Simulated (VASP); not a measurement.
## Si: relaxation of cell and atoms with PBEsol

Si:

```
Si
1.0
     2.62054    0.00000    0.00000
    -1.31027    2.26946    0.00000
     0.00000    0.00000    2.46635
Si
1
Direct
  0.00000 0.00000 0.00000
```

This isn't the form of Si at room conditions, which is diamond.

```
Program                : VASP 6.6.1
Task                   : relaxation of cell and atoms
Functional             : PBEsol
Potentials or basis    : VASP PAW PBE potentials, release 64 (Si)
Cutoff                 : 600 eV
k mesh                 : 18 × 18 × 15
Occupations            : methfessel-paxton, width 0.1 eV
Spin                   : no spin polarisation
Further INCAR settings : ALGO = Normal; EDIFF = 1e-06; IBRION = 2; EDIFFG = -0.01; NSW = 90; ISIF = 3
```

- Relaxed volume: 14.77 Å³/atom
- Relaxed cell: a = 2.621 Å, b = 2.621 Å, c = 2.482 Å, α = 90.00°, β = 90.00°, γ = 120.00°
- Space group after relaxing (to 0.05 Å): P6/mmm (No. 191)
- Energy gained by relaxing: 0.5 meV/atom
- Ionic steps: 5
- Pressure after relaxing: 0.0 GPa
- Band gap on the k mesh: none (metal or under the smearing width)

Stress tensor (GPa, compression positive):
```
 0.05  0.00  0.00
 0.00  0.05  0.00
 0.00  0.00 -0.06
```

The path:
```csv
step,energy change (eV),largest force (eV/Å),pressure (GPa),volume (Å³)
1,0.0000,0.0000,0.78,14.67
2,-0.0004,0.0000,-0.42,14.82
3,-0.0005,0.0000,-0.09,14.78
4,-0.0005,0.0000,-0.10,14.78
5,-0.0005,0.0000,0.01,14.77
```

Final structure:
```cif
data_structure
_symmetry_space_group_name_H-M 'P 1'
_symmetry_Int_Tables_number 1
_cell_length_a 2.6212
_cell_length_b 2.6212
_cell_length_c 2.4816
_cell_angle_alpha 90.000
_cell_angle_beta 90.000
_cell_angle_gamma 120.000
_cell_volume 14.77
loop_
_atom_site_label
_atom_site_type_symbol
_atom_site_fract_x
_atom_site_fract_y
_atom_site_fract_z
_atom_site_occupancy
Si1 Si 0.00000 0.00000 0.00000 1
```

Levels at points of the mesh, in eV from the Fermi level:
| k point | band 1 | band 2 | band 3 | band 4 | band 5 |
| --- | --- | --- | --- | --- | --- |
| (0.00, 0.00, 0.00) | -14.13 | 7.42 | 7.72 | 10.36 | 10.36 |
| (0.50, 0.00, 0.00) | -7.60 | -6.83 | 5.15 | 6.52 | 12.61 |

It took 20 s on 1 thread of Intel(R) Xeon(R) Platinum 8488C (Sapphire Rapids), on a shared host, peak memory 0.14 GiB.

Caveat: the PAW data sets were made with another functional, which shifts forces and pressure a little.
